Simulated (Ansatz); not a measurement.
# BaTiO3 (P1) in Ansatz: settings compared

One crystal, BaTiO3, is run at these levels: r2SCAN+rVV10, PBE; tasks: relaxation of cell and atoms, single point.

Everything below comes from runs of Ansatz 0.2.0. Logs are shortened: lines on timing, memory, paths and dates and some standing lists are left out, and cuts for length are marked.

### Step 1. Starting point

The typed cell holds 10 atoms: a = 4.000 Å, b = 4.018 Å, c = 8.000 Å, α = 90.00°, β = 90.00°, γ = 90.00°.

### Step 2. Relaxation of cell and atoms, r2SCAN+rVV10

input.yaml

```yaml
crystal:
  lattice:
    - [-3.9998, 0.0, 0.0]
    - [0.0, 0.0, -4.018]
    - [0.0, -7.9996, 0.0]
  atoms:
    - { symbol: Ba, position: [0.00144355, 0.02304186, 0.50759263] }
    - { symbol: Ba, position: [0.99855645, 0.97695814, 0.99240737] }
    - { symbol: Ti, position: [0.48032989, 0.56318885, 0.23579995] }
    - { symbol: Ti, position: [0.51967011, 0.47281115, 0.76420005] }
    - { symbol: O, position: [0.49380053, 0.96597287, 0.25815002] }
    - { symbol: O, position: [0.50619947, 0.00202713, 0.74184998] }
    - { symbol: O, position: [0.50761037, 0.49933203, 0.50744356] }
    - { symbol: O, position: [0.49238963, 0.47066797, 0.99255644] }
    - { symbol: O, position: [0.0152243, 0.48840562, 0.27113375] }
    - { symbol: O, position: [0.9847757, 0.48159438, 0.72886625] }
hamiltonian:
  xc: r2scan
  pseudopotentials: { kind: paw }
  dispersion: rvv10
kpoints:
  mp_grid: { grid: [7, 7, 4] }
scf:
  occupations: { method: fermi_dirac, width: 0.05 }
output:
  forces: true
  stress: true
  eigenvalues: true
  write_density: true
  write_potential: true
  elf: true
  volumetric_format: npy
relax:
  f_tol: 0.01
  max_steps: 40
  cell: { stress_tol: 0.05 }
```

Potentials or basis: Ansatz PAW.

Started as:

```bash
ansatz run input.yaml --threads 4 --pin off --max-ram 11264MiB --backend cpu --events-out ev --progress --plain --runs-dir out
```

The log of the run:

```text
Warning: RAYON_NUM_THREADS=4 ignored (pool sized by the plan → 4); use --threads N
Engine: ansatz 0.2.0, aarch64-unknown-linux-gnu
Pseudopotentials: kind: paw
Pseudopotential: Ba, paw, valence charge 10, recommended cutoff 500 eV (meta_gga), Ba.paw.azcp
Pseudopotential: Ti, paw, valence charge 12, recommended cutoff 500 eV (meta_gga), Ti.paw.azcp
Pseudopotential: O, paw, valence charge 6, recommended cutoff 500 eV (meta_gga), O.paw.azcp
Functional definition: r2SCAN+rVV10
  parameter k0 = 0.174
  parameter k1 = 0.065
  parameter a1 = 4.9479
  exchange = r2scan_x(k0 = k0, k1 = k1, a1 = a1)
  correlation = r2scan_c + rvv10(11.95, 0.0093)
Crystal: 10 atoms, lattice volume = 128.563 Å³
Basis set: ecut = 500 eV, 3293 PW (Γ), exchange–correlation on 144×144×288 points (64 copies of the dense FFT grid, shifted against one another)
Bands: 50, of which v1, the nominal top of the filled ones, is band 40 counted from 1 (39 counted from 0)
Symmetry: 1 space group operations
Space group: P1 (ITA 1), of the structure as read, at distance tolerance 5.0e-5 Å
k-points: 99 of 196 (time reversal used)
Non-local potential: Ba, projectors of the file, l = 0: 3, l = 1: 2, l = 2: 2, l = 3: 2
Non-local potential: Ti, projectors of the file, l = 0: 3, l = 1: 2, l = 2: 3, l = 3: 1
Non-local potential: O, projectors of the file, l = 0: 2, l = 1: 2, l = 2: 1
PAW form: soft (Blöchl's): semilocal exchange-correlation on the pseudo side does not see the compensation charge
rVV10 density: all electrons in the spheres
PAW frozen core: Ba, regenerated for the run's functional (the file was generated under x = pbe(κ = 0.804, μ = 0.2195149727645171), c = pbe(β = 0.06672455060314922))
PAW frozen core: Ti, regenerated for the run's functional (the file was generated under x = pbe(κ = 0.804, μ = 0.2195149727645171), c = pbe(β = 0.06672455060314922))
PAW frozen core: O, regenerated for the run's functional (the file was generated under x = pbe(κ = 0.804, μ = 0.2195149727645171), c = pbe(β = 0.06672455060314922))
PAW one-centre angular grid: Ba, 302 points (default); XC on 160 Gauss nodes
PAW one-centre angular grid: Ti, 590 points (default); XC on 160 Gauss nodes
PAW one-centre angular grid: O, 302 points (default); XC on 160 Gauss nodes
Initial density: superposition of atomic densities (neutral atoms: chi_scale 0, normalization atom), corrected by the library's trained network
Initial wavefunctions: pseudopotential atomic-orbital guess
Functional: x = r2scan, c = r2scan + rvv10(b = 11.95, C = 0.0093); τ floored in thin density (d = 2e-4 eV/Å³)
[... 200 lines left out ...]
  E_closure    = -0.000000  (closes the sum)
  Σ components = -20360.517033   (vs F -20360.517033, Δ=0.00e0)
--- Forces (eV/Å), atoms counted from 1 ---
  atom   1  Ba     0.00014768    -0.00069367     0.00032726
  atom   2  Ba    -0.00020253    -0.00037791     0.00042850
  atom   3  Ti    -0.00029916    -0.00052000     0.00437563
  atom   4  Ti    -0.00052194     0.00029613    -0.00273301
  atom   5  O     -0.00062820     0.00036722    -0.00322397
  atom   6  O      0.00086576     0.00056177     0.00180793
  atom   7  O      0.00006540     0.00028066     0.00001343
  atom   8  O      0.00005336    -0.00148832    -0.00002689
  atom   9  O      0.00133038     0.00091067    -0.00092781
  atom  10  O     -0.00080862     0.00068168    -0.00006237
  max |Σ_I F_I| component: 2.13e-5 eV/Å
--- Stress (GPa, compression-positive) ---
       -0.035568       0.000485       0.001239
        0.000485      -0.017658       0.007713
        0.001239       0.007713      -0.031055
  P = ⅓ Tr σ = -0.0281 GPa (-0.281 kbar)
--- Band table (eV; the first three rows and the last of 99) ---
  k-point 0: bands = ["-48.6064", "-48.6042", "-23.8666", "-23.8142", "-23.8109", "-23.8100", "-23.7559", "-23.7531", "-15.3487", "-15.2194", "-8.0770", "-7.8479", "-7.2522", "-7.1989", "-7.1822", "-6.9517", "-0.1443", "-0.1438", "-0.1111", "0.0173", "0.0584", "0.2722", "5.9395", "7.2112", "7.2232", "7.6433", "7.6512", "7.6889", "7.7865", "8.0860", "8.1119", "8.2773", "8.5513", "8.5982", "8.7780", "9.0582", "9.1921", "9.5285", "9.5302", "9.6045", "12.5290", "12.7088", "12.7193", "12.7842", "14.0777", "14.1001", "14.6792", "14.6882", "14.7464", "15.5008"]
  k-point 1: bands = ["-48.6064", "-48.6043", "-23.8588", "-23.8208", "-23.8119", "-23.8104", "-23.7557", "-23.7533", "-15.3303", "-15.2388", "-8.0274", "-7.8560", "-7.2420", "-7.1933", "-7.1871", "-7.0146", "-0.1216", "-0.0873", "-0.0824", "-0.0074", "0.0325", "0.2115", "6.1738", "7.2929", "7.3132", "7.3777", "7.6087", "7.6478", "7.8782", "8.1209", "8.2181", "8.3828", "8.3837", "8.4715", "8.6873", "9.1191", "9.2495", "9.2675", "9.4494", "9.5534", "12.6045", "12.7018", "12.8863", "12.9366", "13.8820", "13.8857", "14.6882", "14.7008", "15.1293", "15.7804"]
  k-point 2: bands = ["-48.6063", "-48.6043", "-23.8407", "-23.8388", "-23.8118", "-23.8107", "-23.7555", "-23.7535", "-15.2851", "-15.2850", "-7.9220", "-7.9219", "-7.2029", "-7.2026", "-7.1411", "-7.1406", "-0.0656", "-0.0654", "-0.0286", "-0.0284", "0.0649", "0.0649", "6.7591", "6.7596", "7.4723", "7.4727", "7.5071", "7.5071", "8.0953", "8.0978", "8.2483", "8.2494", "8.4507", "8.4517", "8.7612", "8.7614", "9.2740", "9.2772", "9.3955", "9.3976", "12.6573", "12.6630", "13.3903", "13.3924", "13.3950", "13.3970", "14.6952", "14.6998", "15.8497", "15.8510"]
  k-point 98: bands = ["-48.6052", "-48.6031", "-23.8548", "-23.8211", "-23.8182", "-23.8166", "-23.8158", "-23.8133", "-15.1859", "-15.1309", "-7.9175", "-7.5691", "-7.1915", "-7.1435", "-7.0174", "-6.9294", "-0.3271", "-0.2859", "-0.1193", "-0.0027", "0.0691", "0.1775", "5.8168", "5.9531", "6.2788", "6.4319", "6.9387", "7.1392", "7.2744", "7.2789", "7.4491", "7.6095", "7.8561", "8.1978", "8.8114", "8.9380", "9.0093", "9.0895", "9.1383", "9.7846", "13.1052", "14.0023", "14.0367", "14.1539", "14.1636", "14.4149", "15.3915", "15.8704", "16.7532", "17.8899"]
--- Relaxed structure (11 steps of the walk, 11 accepted, 1 SCFs on fresh bases) ---
  F+E_penalty+E_count = -20360.51703347 eV   max|allowed force component| = 4.378e-3 eV/Å   (the final SCF, on the basis selected at the relaxed cell)
  cell:  # Å, volume = 128.3449 Å³
    - [-3.961445730765018, -3.6005333952234496e-5, 6.338843093282669e-5]
    - [6.367686271516017e-5, 0.0082306714434827, -4.0249859552471765]
    - [-7.201066790446899e-5, -8.049376460379367, 0.016386779312912946]
  atoms:
    - { symbol: Ba, position: [-5.7107256110574846e-5, -0.012959827835343671, 0.5036696822530554] }
    - { symbol: Ba, position: [1.000132499299975, 0.9870199006375662, 1.0036882078290619] }
    - { symbol: Ti, position: [0.4992622775550228, 0.47299013485190605, 0.26074118605480173] }
    - { symbol: Ti, position: [0.5009989116751724, 0.4728221567136729, 0.7607426494064458] }
    - { symbol: O, position: [0.5002485412973606, 1.0103851014116298, 0.247420186785172] }
    - { symbol: O, position: [0.4996773367703263, 0.010501644217214352, 0.7474158840372725] }
    - { symbol: O, position: [0.4999494247761994, 0.4995865028888951, 0.4919784007328602] }
    - { symbol: O, position: [0.4999715072978721, 0.4995759081091361, 0.9919795766664551] }
    - { symbol: O, position: [0.0005257515363451717, 0.502002568721744, 0.24618651504912237] }
    - { symbol: O, position: [0.9992908570478358, 0.5020759102835776, 0.7461777111857523] }
```

rho_z.tsv:

```text
# z_ang	rho[e/angstrom^3]
# format = ansatz-planar-average/11
# lattice	-3.961445731	-0.000036005	0.000063388
# lattice	0.000063677	0.008230671	-4.024985955
# lattice	-0.000072011	-8.049376460	0.016386779
# sites	10
# site	56	0.000189132	-4.054333550	0.060416645
# site	56	-3.961980045	-8.070976407	-3.956230624
# site	22	-1.977789076	-2.094928915	-1.899474294
# site	22	-1.984704674	-6.119630369	-1.890604661
# site	8	-1.981660927	-1.983280091	-4.062699713
# site	8	-1.979497806	-6.016163379	-0.029989558
# site	8	-1.980526130	-3.956025426	-2.002735025
# site	8	-1.980649615	-7.980723210	-1.994498971
# site	8	-0.002068498	-1.977516140	-2.016519051
# site	8	-3.958658262	-6.002168862	-2.008557694
0.000000	7.416299e-1
0.111797	7.019018e-1
0.223594	6.351113e-1
0.335391	5.550622e-1
0.447189	4.754277e-1
0.558986	4.035527e-1
[... 64 lines left out ...]
7.825799	7.121479e-1
7.937596	7.457192e-1
```

v_z.tsv:

```text
# z_ang	v_es[eV]	v_tot[eV]
# format = ansatz-planar-average/11
# xc	r2scan
# density_cutoff_ev	2500
# datasets	Ba=:simpson_from_first_knot:soft:shift=0	Ti=:simpson_from_first_knot:soft:shift=0	O=:simpson_from_first_knot:soft:shift=0
# lattice	-3.961445731	-0.000036005	0.000063388
# lattice	0.000063677	0.008230671	-4.024985955
# lattice	-0.000072011	-8.049376460	0.016386779
# sites	10
# site	56	0.000189132	-4.054333550	0.060416645
# site	56	-3.961980045	-8.070976407	-3.956230624
# site	22	-1.977789076	-2.094928915	-1.899474294
# site	22	-1.984704674	-6.119630369	-1.890604661
# site	8	-1.981660927	-1.983280091	-4.062699713
# site	8	-1.979497806	-6.016163379	-0.029989558
# site	8	-1.980526130	-3.956025426	-2.002735025
# site	8	-1.980649615	-7.980723210	-1.994498971
# site	8	-0.002068498	-1.977516140	-2.016519051
# site	8	-3.958658262	-6.002168862	-2.008557694
0.000000	9.318981e-1	-1.253714e1
0.111797	1.310797e0	-1.204181e1
0.223594	2.150135e0	-1.091903e1
0.335391	3.344331e0	-9.240631e0
0.447189	4.802645e0	-7.153705e0
0.558986	6.392265e0	-4.877492e0
[... 64 lines left out ...]
7.825799	1.738994e0	-1.148822e1
7.937596	1.079195e0	-1.234316e1
```

Wall time 11 min (4 threads of Arm Neoverse V2, shared host); peak memory 1.2 GiB.

What came out:

```yaml
Free_energy: -20360.5170 eV
Relaxed_volume: 12.83 Å³/atom
Relaxed_cell: a = 3.961 Å, b = 4.025 Å, c = 8.049 Å, α = 90.23°, β = 90.00°, γ = 90.00°
Space_group_after_relaxing_to_0.05_Å: Amm2 (No. 38)
Energy_gained_by_relaxing: 180.3 meV/atom
Ionic_steps: 12
Pressure_after_relaxing: 0.0 GPa
Largest_force_after_relaxing: 0.004 eV/Å
Band_gap_on_the_k_mesh: 2.62 eV, indirect (least direct gap 2.92 eV)
```

Forces in eV/Å, atoms in the order of the input:
```
Ba   0.000 -0.001  0.000
Ba   0.000  0.000  0.000
Ti   0.000 -0.001  0.004
Ti  -0.001  0.000 -0.003
O   -0.001  0.000 -0.003
O    0.001  0.001  0.002
O    0.000  0.000  0.000
O    0.000 -0.001  0.000
O    0.001  0.001 -0.001
O   -0.001  0.001  0.000
```

Step by step:
```
step  energy change (eV)  largest force (eV/Å)  volume (Å³)
   1              0.0000                6.8894       128.56
   2             -1.4888                2.6286       130.94
   3             -1.6601                0.2715       122.38
   4             -1.7500                0.2763       128.70
   5             -1.7704                0.1165       127.32
   6             -1.7858                0.1940       128.10
   7             -1.8026                0.0128       128.29
   8             -1.8034                0.0140       128.27
   9             -1.8034                0.0015       128.32
  10             -1.8034                0.0027       128.33
  11             -1.8034                0.0044       128.34
  12             -1.8034                0.0044       128.34
```

Final structure:
```cif
data_structure
_symmetry_space_group_name_H-M 'P 1'
_symmetry_Int_Tables_number 1
_cell_length_a 3.9614
_cell_length_b 4.0250
_cell_length_c 8.0494
_cell_angle_alpha 90.234
_cell_angle_beta 89.999
_cell_angle_gamma 90.002
_cell_volume 128.34
loop_
_atom_site_label
_atom_site_type_symbol
_atom_site_fract_x
_atom_site_fract_y
_atom_site_fract_z
_atom_site_occupancy
Ba1 Ba 0.99994 0.98704 0.50367 1
Ba2 Ba 0.00013 0.98702 0.00369 1
Ti1 Ti 0.49926 0.47299 0.26074 1
Ti2 Ti 0.50100 0.47282 0.76074 1
O1 O 0.50025 0.01039 0.24742 1
O2 O 0.49968 0.01050 0.74742 1
O3 O 0.49995 0.49959 0.49198 1
O4 O 0.49997 0.49958 0.99198 1
O5 O 0.00053 0.50200 0.24619 1
O6 O 0.99929 0.50208 0.74618 1
```

Caveat: odd divisions of the mesh miss points on the zone boundary, where band edges often lie, so the gap on the mesh can be too wide; the plane-wave basis is chosen anew once the cell has moved, so the energies of steps on either side of that aren't comparable; spin-orbit coupling is left out, which moves the levels of the heavy elements; the PAW data sets come from PBE, with cores solved anew for the run's functional, which leaves a small shift of forces and pressure. r2SCAN opens gaps a little over a GGA but as a rule still falls short of measured ones.

### Step 3. Single point, PBE

input.yaml: that of step 2 with these lines changed.

```diff
@@ -17,5 +17,4 @@
 hamiltonian:
-  xc: r2scan
+  xc: pbe
   pseudopotentials: { kind: paw }
-  dispersion: rvv10
 kpoints:
@@ -24,2 +23,4 @@
   occupations: { method: fermi_dirac, width: 0.05 }
+basis:
+  ecutwfc: "350 eV"
 output:
@@ -28,9 +29 @@
   eigenvalues: true
-  write_density: true
-  write_potential: true
-  elf: true
-  volumetric_format: npy
-relax:
-  f_tol: 0.01
-  max_steps: 40
-  cell: { stress_tol: 0.05 }
```

Potentials or basis: Ansatz PAW.

Started as:

```bash
ansatz run input.yaml --threads 4 --pin off --max-ram 11264MiB --backend cpu --events-out ev --progress --plain --runs-dir out
```

Run time: 14 s. Hardware: 4 threads of Arm Neoverse V2, shared host; peak memory 0.62 GiB.

Results (log left out):

- Free energy: -20316.9173 eV
- Pressure: 10.1 GPa
- Largest force: 6.743 eV/Å
- Band gap on the k mesh: 1.39 eV, indirect (least direct gap 1.54 eV)

Forces in eV/Å, atoms in the order of the input:
```
Ba  -0.020  0.457  0.600
Ba  -0.040  0.119 -0.615
Ti  -0.059 -3.815  5.559
Ti  -0.033  5.463 -0.057
O   -0.357  1.029 -4.297
O    0.335 -1.657  0.320
O    0.282  0.548 -0.055
O   -0.051 -1.873 -0.561
O    0.371  2.189 -0.339
O   -0.427 -2.461 -0.556
```

Stress tensor (GPa, compression positive):
```
 6.12  0.48 -0.21
 0.48  7.59  1.33
-0.21  1.33 16.49
```

Levels at points of the mesh, in eV from the valence-band top:
```
            k point  band 36  band 37  band 38  band 39  band 40  band 41  band 42  band 43  band 44  band 45
 (0.00, 0.00, 0.00)    -1.80    -1.63    -0.77    -0.43    -0.16     1.39     1.58     1.86     2.79     3.24
(0.00, 0.00, -0.50)    -1.87    -1.70    -1.30    -0.49    -0.26     1.44     1.97     2.23     2.81     2.90
```

Caveat: odd divisions of the mesh miss points on the zone boundary, where band edges often lie, so the gap on the mesh can be too wide; the pressure holds a Pulay correction of +6.1 GPa for the finite cutoff; spin-orbit coupling is left out, which moves the levels of the heavy elements; forces of over 1 eV/Å show positions far from the minimum, so gaps and moduli don't describe the material at rest; the cutoff lies under the one recommended for these potentials.
